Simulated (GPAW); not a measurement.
# HfO2 (Fm-3m) in GPAW: settings compared, part 2 of 2

GPAW 26.7.0. Earlier steps stand in the parts before.

### 4 Band structure, r2SCAN

The input, run.py:

```python
from ase.dft.bandgap import bandgap
from ase.io import read, write
from ase.units import GPa
from gpaw import GPAW, PW

atoms = read('HfO2.xyz')

calc = GPAW(mode=PW(800),
            xc='MGGA_X_R2SCAN+MGGA_C_R2SCAN',
            kpts={'size': (9, 9, 9), 'gamma': True},
            occupations={'name': 'fermi-dirac', 'width': 0.05},
            nbands=24,
            convergence={'density': 1e-05, 'energy': 1e-05},
            maxiter=150,
            txt='gpaw.txt')
atoms.calc = calc
energy = atoms.get_potential_energy()
forces = atoms.get_forces()
stress = atoms.get_stress()
calc.write('gs.gpw')
write('result.traj', atoms)
print(f'Energy: {energy:.6f} eV')
print('Forces (eV/A):')
print(forces.round(4))
print('Stress (GPa):', (stress / GPa).round(3))
print('Fermi level:', round(calc.get_fermi_level(), 4), 'eV')
print(f'Gap: {bandgap(calc)[0]:.4f} eV, direct: {bandgap(calc, direct=True)[0]:.4f} eV')

path = atoms.cell.bandpath('GXWKGLUWLK,UX', npoints=100, eps=1e-4)
bs_calc = calc.fixed_density(kpts=path, symmetry='off', nbands=35,
                             convergence={'bands': 'CBM+6.0', 'eigenstates': 1e-6}, txt='bands.txt')
bs = bs_calc.band_structure()
bs.write('bs.json')
print(f'Gap on the path: {bandgap(bs_calc)[0]:.4f} eV')
```

The input, HfO2.xyz:

```xyz
3
Lattice="0.0000000000 2.5575000000 2.5575000000 2.5575000000 0.0000000000 2.5575000000 2.5575000000 2.5575000000 0.0000000000" Properties=species:S:1:pos:R:3 pbc="T T T"
Hf     0.0000000000      0.0000000000      0.0000000000
O      3.8362500000      3.8362500000      3.8362500000
O      1.2787500000      1.2787500000      1.2787500000
```

Potentials or basis: GPAW PAW data sets (gpaw-data 1.2.1), pw.

Command:

```console
$ OMP_NUM_THREADS=1 python run.py
```

gpaw.txt:

```text
__  _  _
 | _ |_)|_||  |
 |__||  | ||/\| - 26.7.0

Input parameters:
  mode=PW(ecut=800.0),
  convergence={'density': 1e-05, 'energy': 1e-05},
  kpts=MonkhorstPack(size=(9, 9, 9), gamma=True),
  maxiter=150,
  nbands=24,
  occupations=Occupations(name='fermi-dirac', width=0.05),
  xc=XC(name='MGGA_X_R2SCAN+MGGA_C_R2SCAN')

Diagonalizing LCAO Hamiltonian
Converting LCAO to pw mode

                   O

           O

       Hf

Atoms  # Å, Bohr magnetons
|   | symbol |        x |        y |        z |    initial magnetic moments |
|---|--------|----------|----------|----------|-----------------------------|
| 0 |     Hf | 0.000000 | 0.000000 | 0.000000 | ( 0.0000,  0.0000,  0.0000) |
| 1 |      O | 3.836250 | 3.836250 | 3.836250 | ( 0.0000,  0.0000,  0.0000) |
| 2 |      O | 1.278750 | 1.278750 | 1.278750 | ( 0.0000,  0.0000,  0.0000) |

Unit cell  # Å
| periodic |        x |        y |        z |  lengths |    angles |
|----------|----------|----------|----------|----------|-----------|
[... 211 lines left out ...]
  Entropy:           0.000000
  Spinorbit:         0.000000
  ----------------------------
  Free energy:     -43.941805
  Extrapolated:    -43.941805

dipole moment: (-18.600981, -18.600981, -18.600981)  # |e|*Ang

Fermi level: 9.696
Eigenvalues  # (at kpt = [0.000, 0.000, 0.000])
| band index |      eig [eV] | occ [0-2] |
|------------|---------------|-----------|
|          0 |       -55.153 |     2.000 |
|        ... |               |           |
|          4 |       -11.775 |     2.000 |
|          5 |        -8.912 |     2.000 |
|          6 |         2.461 |     2.000 |
|          7 |         2.461 |     2.000 |
|          8 |         2.461 |     2.000 |
|          9 |         7.126 |     2.000 |
[... 8 lines left out ...]
|         18 |        22.527 |     0.000 |
|         19 |        22.527 |     0.000 |
|        ... |               |           |
|         23 |        33.226 |     0.000 |

Gap: 4.322 eV
Transition (v -> c):
  (s=0, k=29, n=11, [0.44, 0.44, -0.11]) -> (s=0, k=30, n=12, [0.44, 0.44, 0.00])
Direct/indirect transitions are different
Direct gap: 4.426 eV
Transition at: (s=0, k=29, n=11, [0.44, 0.44, -0.11])

Forces  # eV/Ang
|        x |        y |        z |
|----------|----------|----------|
|  0.00000 | -0.00000 |  0.00000 |  # Hf   0
| -0.00000 |  0.00000 |  0.00000 |  # O    1
|  0.00000 |  0.00000 | -0.00000 |  # O    2

Stress tensor  # eV/Ang^3
|         x |         y |        z |
|-----------|-----------|----------|
|  0.053294 | -0.000000 | 0.000000 |
| -0.000000 |  0.053294 | 0.000000 |
|  0.000000 |  0.000000 | 0.053294 |

# Writing to gs.gpw (mode='')
```

stdout:

```text
Energy: -43.941805 eV
Forces (eV/A):
[[ 0. -0.  0.]
 [-0.  0.  0.]
 [ 0.  0. -0.]]
Stress (GPa): [ 8.539  8.539  8.539  0.     0.    -0.   ]
Fermi level: 9.696 eV
Gap: 4.3222 eV, direct: 4.4257 eV
Gap on the path: 4.2138 eV
```

Wall time 4 min (1 thread of Arm Neoverse V1, shared host); peak memory 0.47 GiB.

What came out:

```
Free energy             : -43.9418 eV
Pressure                : -8.5 GPa
Band gap on the k mesh  : 4.32 eV, indirect (least direct gap 4.43 eV)
Band gap along the path : 4.21 eV, direct
```

Levels at the corners of the path, in eV from the valence-band top:
| point | band 8 | band 9 | band 10 | band 11 | band 12 | band 13 | band 14 | band 15 | band 16 | band 17 |
| --- | --- | --- | --- | --- | --- | --- | --- | --- | --- | --- |
| Γ | -5.29 | -5.29 | -0.63 | -0.63 | -0.63 | 4.31 | 4.31 | 6.28 | 10.58 | 10.58 |
| X | -3.53 | -3.53 | -1.53 | -1.53 | 0.00 | 4.21 | 5.83 | 6.87 | 8.37 | 8.37 |
| W | -5.03 | -2.59 | -2.59 | -1.38 | -0.21 | 5.16 | 5.51 | 7.31 | 7.31 | 8.51 |
| K | -4.02 | -3.38 | -2.22 | -1.33 | -0.34 | 4.69 | 5.76 | 7.16 | 7.76 | 8.64 |
| Γ | -5.29 | -5.29 | -0.63 | -0.63 | -0.63 | 4.31 | 4.31 | 6.28 | 10.58 | 10.58 |
| L | -4.24 | -3.02 | -2.75 | -1.87 | -1.87 | 4.96 | 4.96 | 7.18 | 9.53 | 9.59 |
| U | -4.02 | -3.38 | -2.22 | -1.33 | -0.34 | 4.69 | 5.76 | 7.16 | 7.76 | 8.64 |
| W | -5.03 | -2.59 | -2.59 | -1.38 | -0.21 | 5.16 | 5.51 | 7.31 | 7.31 | 8.51 |
| L | -4.24 | -3.02 | -2.75 | -1.87 | -1.87 | 4.96 | 4.96 | 7.18 | 9.53 | 9.59 |
| K | -4.02 | -3.38 | -2.22 | -1.33 | -0.34 | 4.69 | 5.76 | 7.16 | 7.76 | 8.64 |
| U | -4.02 | -3.38 | -2.22 | -1.33 | -0.34 | 4.69 | 5.76 | 7.16 | 7.76 | 8.64 |
| X | -3.53 | -3.53 | -1.53 | -1.53 | 0.00 | 4.21 | 5.83 | 6.87 | 8.37 | 8.37 |

Caveat: the PAW data sets were made with another functional, which shifts forces and pressure a little; spin-orbit coupling is left out, which moves the levels of the heavy elements; the mesh misses the band edges, which the band path finds closer together.

### 5 Density of states, r2SCAN+D4+U

The input, run.py:

```python
import numpy as np
from ase.calculators.mixing import SumCalculator
from ase.dft.bandgap import bandgap
from ase.io import read, write
from ase.units import GPa
from dftd4.ase import DFTD4
from gpaw import GPAW, PW

atoms = read('HfO2.xyz')

calc = GPAW(mode=PW(800),
            xc='MGGA_X_R2SCAN+MGGA_C_R2SCAN',
            kpts={'size': (9, 9, 9), 'gamma': True},
            occupations={'name': 'methfessel-paxton', 'order': 0, 'width': 0.1},
            setups={'Hf': ':d,4.0'},
            nbands=24,
            convergence={'density': 1e-05, 'energy': 1e-05},
            maxiter=150,
            txt='gpaw.txt')
atoms.calc = SumCalculator([calc, DFTD4(method='r2scan')])
energy = atoms.get_potential_energy()
forces = atoms.get_forces()
stress = atoms.get_stress()
calc.write('gs.gpw')
write('result.traj', atoms)
print(f'Energy: {energy:.6f} eV')
print('Forces (eV/A):')
print(forces.round(4))
print('Stress (GPa):', (stress / GPa).round(3))
print('Fermi level:', round(calc.get_fermi_level(), 4), 'eV')
print(f'Gap: {bandgap(calc)[0]:.4f} eV, direct: {bandgap(calc, direct=True)[0]:.4f} eV')

dense = calc.fixed_density(kpts={'size': (13, 13, 13), 'gamma': True}, update_fermi_level=True,
                           nbands=35, convergence={'bands': 'CBM+6.0', 'eigenstates': 1e-6}, txt='dos.txt')
ef = dense.get_fermi_level()
dos = dense.dos(shift_fermi_level=False)
energies = np.linspace(ef - 14, ef + 6, 401)
spins = [None]
columns = [energies] + [dos.raw_dos(energies, spin=s, width=0.0) for s in spins]
for symbol, l in [('Hf', 0), ('Hf', 1), ('Hf', 2), ('O', 0), ('O', 1)]:
    for s in spins:
        columns.append(sum(dos.raw_pdos(energies, a=a.index, l=l, spin=s, width=0.0)
                           for a in atoms if a.symbol == symbol))
np.savetxt('dos.dat', np.array(columns).T, fmt='%.4f')
print('Fermi level on the dense mesh:', round(ef, 4), 'eV')
```

HfO2.xyz is that of step 4.

Potentials or basis: GPAW PAW data sets (gpaw-data 1.2.1), pw.

Command:

```console
$ OMP_NUM_THREADS=1 python run.py
```

gpaw.txt:

```text
__  _  _
 | _ |_)|_||  |
 |__||  | ||/\| - 26.7.0

Input parameters:
  mode=PW(ecut=800.0),
  convergence={'density': 1e-05, 'energy': 1e-05},
  kpts=MonkhorstPack(size=(9, 9, 9), gamma=True),
  maxiter=150,
  nbands=24,
  occupations=Occupations(name='methfessel-paxton', order=0, width=0.1),
  setups={'Hf': ':d,4.0'},
  xc=XC(name='MGGA_X_R2SCAN+MGGA_C_R2SCAN')

Diagonalizing LCAO Hamiltonian
Converting LCAO to pw mode

                   O

           O

       Hf

Atoms  # Å, Bohr magnetons
|   | symbol |        x |        y |        z |    initial magnetic moments |
|---|--------|----------|----------|----------|-----------------------------|
| 0 |     Hf | 0.000000 | 0.000000 | 0.000000 | ( 0.0000,  0.0000,  0.0000) |
| 1 |      O | 3.836250 | 3.836250 | 3.836250 | ( 0.0000,  0.0000,  0.0000) |
| 2 |      O | 1.278750 | 1.278750 | 1.278750 | ( 0.0000,  0.0000,  0.0000) |

Unit cell  # Å
| periodic |        x |        y |        z |  lengths |    angles |
|----------|----------|----------|----------|----------|-----------|
|      yes | 0.000000 | 2.557500 | 2.557500 | 3.616851 | 60.000000 |
|      yes | 2.557500 | 0.000000 | 2.557500 | 3.616851 | 60.000000 |
|      yes | 2.557500 | 2.557500 | 0.000000 | 3.616851 | 60.000000 |

Number of symmetries: 48
Symmetry operations  # r_c * U_cc + t_c -> r_c
|    | kind |            matrix            |
|----|------|------------------------------|
|  0 |  σ   |  1, 0, 0,  1, 0,-1,  1,-1, 0 |
|  1 |  C2  |  1, 0, 0,  1,-1, 0,  1, 0,-1 |
|  2 |  E   |  1, 0, 0,  0, 1, 0,  0, 0, 1 |
|  3 |  σ   |  1, 0, 0,  0, 0, 1,  0, 1, 0 |
|  4 |  C4  |  1, 0,-1,  1, 0, 0,  1,-1, 0 |
|  5 |  S6  |  1, 0,-1,  1,-1, 0,  1, 0, 0 |
|  6 |  σ   |  1, 0,-1,  0, 1,-1,  0, 0,-1 |
|  7 |  C3  |  1, 0,-1,  0, 0,-1,  0, 1,-1 |
|  8 |  S6  |  1,-1, 0,  1, 0, 0,  1, 0,-1 |
|  9 |  C4  |  1,-1, 0,  1, 0,-1,  1, 0, 0 |
| 10 |  C3  |  1,-1, 0,  0,-1, 1,  0,-1, 0 |
| 11 |  σ   |  1,-1, 0,  0,-1, 0,  0,-1, 1 |
| 12 |  σ   |  0, 1, 0,  1, 0, 0,  0, 0, 1 |
| 13 |  C4  |  0, 1, 0,  0, 1,-1, -1, 1, 0 |
| 14 |  C3  |  0, 1, 0,  0, 0, 1,  1, 0, 0 |
| 15 |  S6  |  0, 1, 0, -1, 1, 0,  0, 1,-1 |
| 16 |  C2  |  0, 1,-1,  1, 0,-1,  0, 0,-1 |
| 17 |  σ   |  0, 1,-1,  0, 1, 0, -1, 1, 0 |
| 18 |  S4  |  0, 1,-1,  0, 0,-1,  1, 0,-1 |
| 19 |  C4  |  0, 1,-1, -1, 1, 0,  0, 1, 0 |
| 20 |  C3  |  0, 0, 1,  1, 0, 0,  0, 1, 0 |
| 21 |  σ   |  0, 0, 1,  0, 1, 0,  1, 0, 0 |
| 22 |  S6  |  0, 0, 1,  0,-1, 1, -1, 0, 1 |
| 23 |  C4  |  0, 0, 1, -1, 0, 1,  0,-1, 1 |
| 24 |  S4  |  0, 0,-1,  1, 0,-1,  0, 1,-1 |
| 25 |  C3  |  0, 0,-1,  0, 1,-1,  1, 0,-1 |
| 26 |  C2  |  0, 0,-1,  0,-1, 0, -1, 0, 0 |
[... 119 lines left out ...]
    Using partial waves for O as LCAO basis

Reference energy: -413967.819878  # eV

eigensolver:
  PPCG
  Converge bands: occupied
  niter=2

density mixing:
  MSR1-Mixer
  Pratt-step length: 0.05
  Maximum mixing coefficient: 0.75
  Old densities: 10
  SVD Regularization: 0.005
  Good broyden scale: 1.0
  Trust region scale: 1.0
  Backstep threshold: 4.0
  History deletion threshold: 6.0
  Fourier metric: weight=20.0, sigma=0.015

occupation numbers:
  Methfessel-Paxton:
    width: 0.1000  # eV
    order: 0

poisson solver:
  ecut: 6400.0  # eV

xc functional:
  name: MGGA_X_R2SCAN+MGGA_C_R2SCAN with 2 nearest neighbor stencil

convergence criteria:
- Maximum integral of absolute [dens]ity change: 1e-05 electrons / valence electron
- Maximum [total energy] change in last 3 cyles: 1e-05 eV / valence electron
- Maximum integral of absolute [eigenst]ate change: 4e-08 eV^2 / valence electron
maximum number of iterations: 150

SCF iterations
|iter     | |      energy | eigst |  dens |
|---------|-|-------------|-------|-------|
|iter:   1| |  -53.550829 | +0.11 |       |
|iter:   2| |  -44.462823 | -1.56 | -0.78 |
|iter:   3| |  -41.527454 | -0.74 | -0.82 |
|iter:   4| |  -41.343402 | -1.52 | -1.27 |
|iter:   5| |  -41.373342 | -2.71 | -1.64 |
|iter:   6| |  -41.372507 | -4.27 | -2.61 |
|iter:   7| |  -41.372619 | -5.05 | -2.96 |
|iter:   8| |  -41.372628c| -6.59 | -3.74 |
|iter:   9| |  -41.372628c| -7.88c| -4.49 |
|iter:  10| |  -41.372628c| -8.49c| -5.33c|

Converged in 10 steps
Energy contributions relative to reference atoms: (reference = -413967.819878)

Energy contributions:
  Kinetic:          24.457637
  Coulomb:         -27.400961
  Zero:              0.181377
  External:          0.000000
  Xc:              -38.610682
  Entropy:          -0.000000
  Spinorbit:         0.000000
  ----------------------------
  Free energy:     -41.372628
  Extrapolated:    -41.372628

dipole moment: (-18.653014, -18.653014, -18.653014)  # |e|*Ang

Fermi level: 10.212
Eigenvalues  # (at kpt = [0.000, 0.000, 0.000])
| band index |      eig [eV] | occ [0-2] |
|------------|---------------|-----------|
|          0 |       -55.745 |     2.000 |
|        ... |               |           |
|          4 |       -11.486 |     2.000 |
|          5 |        -8.549 |     2.000 |
|          6 |         3.024 |     2.000 |
|          7 |         3.024 |     2.000 |
|          8 |         3.024 |     2.000 |
|          9 |         7.457 |     2.000 |
[... 8 lines left out ...]
|         18 |        22.525 |     0.000 |
|         19 |        22.525 |     0.000 |
|        ... |               |           |
|         23 |        34.005 |     0.000 |

Gap: 5.165 eV
Transition (v -> c):
  (s=0, k=29, n=11, [0.44, 0.44, -0.11]) -> (s=0, k=30, n=12, [0.44, 0.44, 0.00])
Direct/indirect transitions are different
Direct gap: 5.279 eV
Transition at: (s=0, k=29, n=11, [0.44, 0.44, -0.11])

Forces  # eV/Ang
|        x |        y |        z |
|----------|----------|----------|
|  0.00000 |  0.00000 | -0.00000 |  # Hf   0
| -0.00000 | -0.00000 |  0.00000 |  # O    1
|  0.00000 |  0.00000 |  0.00000 |  # O    2

Stress tensor  # eV/Ang^3
|         x |         y |         z |
|-----------|-----------|-----------|
| -0.015161 | -0.000000 | -0.000000 |
| -0.000000 | -0.015161 |  0.000000 |
| -0.000000 |  0.000000 | -0.015161 |

# Writing to gs.gpw (mode='')
```

stdout:

```text
Energy: -41.592247 eV
Forces (eV/A):
[[-0. -0. -0.]
 [ 0.  0.  0.]
 [-0. -0. -0.]]
Stress (GPa): [-1.253 -1.253 -1.253 -0.    -0.    -0.   ]
Fermi level: 10.2123 eV
Gap: 5.1655 eV, direct: 5.2790 eV
Fermi level on the dense mesh: 10.2123 eV
```

dos.txt:

```text
Diagonalizing LCAO Hamiltonian
Converting LCAO to pw mode
convergence criteria:
- Maximum integral of absolute [eigenst]ate change: 1e-06 eV^2 / valence electron
maximum number of iterations: 150

SCF iterations
|iter     | |      energy | eigst |  dens |
|---------|-|-------------|-------|-------|
|iter:   1| |             | +0.89 |       |
|iter:   2| |             | -1.38 |       |
|iter:   3| |             | -3.79 |       |
|iter:   4| |             | -6.35c|       |
SCF steps: 4
  __  _  _
 | _ |_)|_||  |
 |__||  | ||/\| - 26.7.0

Input parameters:
  mode=PW(ecut=800.0),
  convergence={'bands': 'CBM+6.0', 'eigenstates': 1e-06},
  gpts=array([24, 24, 24]),
  kpts=MonkhorstPack(size=(13, 13, 13), gamma=True),
  maxiter=150,
  nbands=35,
  occupations=Occupations(name='methfessel-paxton', order=0, width=0.1),
  setups={'Hf': ':d,4.0'},
  xc=XC(name='MGGA_X_R2SCAN+MGGA_C_R2SCAN')
```

Wall time 5.2 min (1 thread of Arm Neoverse V1, shared host); peak memory 0.45 GiB.

Results:

- Free energy: -41.5922 eV
- Pressure: 1.3 GPa
- Band gap on the k mesh: 5.17 eV, indirect (least direct gap 5.28 eV)
- Dispersion energy per atom: -0.073 eV

Levels at points of the mesh, in eV from the valence-band top:
```
           k point  band 8  band 9  band 10  band 11  band 12  band 13  band 14  band 15  band 16  band 17
(0.00, 0.00, 0.00)   -5.04   -5.04    -0.60    -0.60    -0.60     5.92     5.92     6.08    11.50    11.50
```

States per cell in windows of 1 eV (zero at the valence-band top; states under -8 eV left out):
```
from (eV)  total
     -8.0   0.00
     -7.0   0.04
     -6.0   0.62
     -5.0   2.99
     -4.0   2.21
     -3.0   1.53
     -2.0   2.89
     -1.0   1.73
      0.0   0.01
      1.0   0.00
      2.0   0.00
      3.0   0.00
      4.0   0.00
      5.0   0.69
      6.0   2.36
      7.0   1.34
```

Caveat: the PAW data sets were made with another functional, which shifts forces and pressure a little; spin-orbit coupling is left out, which moves the levels of the heavy elements; an odd mesh through Γ misses points on the zone boundary, where band edges often lie.

### 6 Overview

| task | level | potentials or basis | U | smearing | band path | band points | eigensolver | k mesh for the DOS | dos width | gap on the mesh (eV) | pressure (GPa) |
| --- | --- | --- | --- | --- | --- | --- | --- | --- | --- | --- | --- |
| band structure | revPBE | the program's PAW data sets (release 1.2.1) made for this functional, pw | - | fermi-dirac 0.05 eV | GXWKGLUWLK,UX | 100 | - | - | - | 3.91 | 1.2 |
| band structure | BLYP | PAW data sets generated in the run's folder for this functional, pw | - | fermi-dirac 0.05 eV | GXWKGLUWLK,UX | 100 | davidson | - | - | 3.89 | 2.1 |
| band structure | r2SCAN | GPAW PAW data sets (gpaw-data 1.2.1), pw | - | fermi-dirac 0.05 eV | GXWKGLUWLK,UX | 100 | - | - | - | 4.32 | -8.5 |
| density of states | r2SCAN+D4+U | GPAW PAW data sets (gpaw-data 1.2.1), pw | Hf d U = 4 eV | gaussian 0.1 eV | - | - | - | 13 × 13 × 13 | 0 eV | 5.17 | 1.3 |

Alike in all rows: no spin polarisation; cell as given; k mesh 9 × 9 × 9; cutoff (eV) 800.

Caveats: spin-orbit coupling is left out, which moves the levels of the heavy elements; the mesh misses the band edges, which the band path finds closer together (some runs); the PAW data sets were made with another functional, which shifts forces and pressure a little (some runs); an odd mesh through Γ misses points on the zone boundary, where band edges often lie (some runs).

Total energies depend on the potentials used, so only differences within one code and one set of settings carry meaning.
